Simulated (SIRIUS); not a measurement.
Crystal: Al.

```
Al
1.0
     4.54673    0.00000    0.00000
    -2.27337    3.93758    0.00000
     0.00000    0.00000    2.75393
Al
2
Direct
  0.33333 0.66667 0.50000
  0.66667 0.33333 0.50000
```

The cell was built by a generator and needn't be a form met in nature.

| Quantity | Value |
| --- | --- |
| Program | SIRIUS 7.10.0 |
| Task | relaxation of cell and atoms |
| Functional | PBE |
| Potentials or basis | PseudoDojo 0.4.1 PBE standard (scalar relativistic) |
| Cutoff | 557 eV |
| Density cutoff | 2229 eV |
| k mesh | 5 × 5 × 7 |
| Occupations | fermi-dirac, width 0.05 eV |
| Spin | no spin polarisation |

At the start: pressure 0.2 GPa; volume 24.65 Å³/atom.

**Question.** Where does the relaxation end?

**Answer.** Over 3 steps the energy falls by 2.4 meV/atom and the volume is 24.73 Å³/atom (+0.3 %); space group P6/mmm (No. 191, to 0.05 Å).

The path:
| step | energy change (eV) | largest force (eV/Å) | pressure (GPa) | volume (Å³) |
| --- | --- | --- | --- | --- |
| 1 | 0.0000 | 0.0002 | 0.16 | 49.30 |
| 2 | -0.0013 | 0.0002 | 0.12 | 49.33 |
| 3 | -0.0047 | 0.0001 | -0.02 | 49.46 |

Final structure:
```
CELL_PARAMETERS angstrom
4.57897 0.00004 0.00000
-2.28946 3.96552 0.00000
0.00000 0.00000 2.72410
ATOMIC_POSITIONS crystal
Al 0.33333 0.66667 0.50000
Al 0.66667 0.33333 0.50000
```
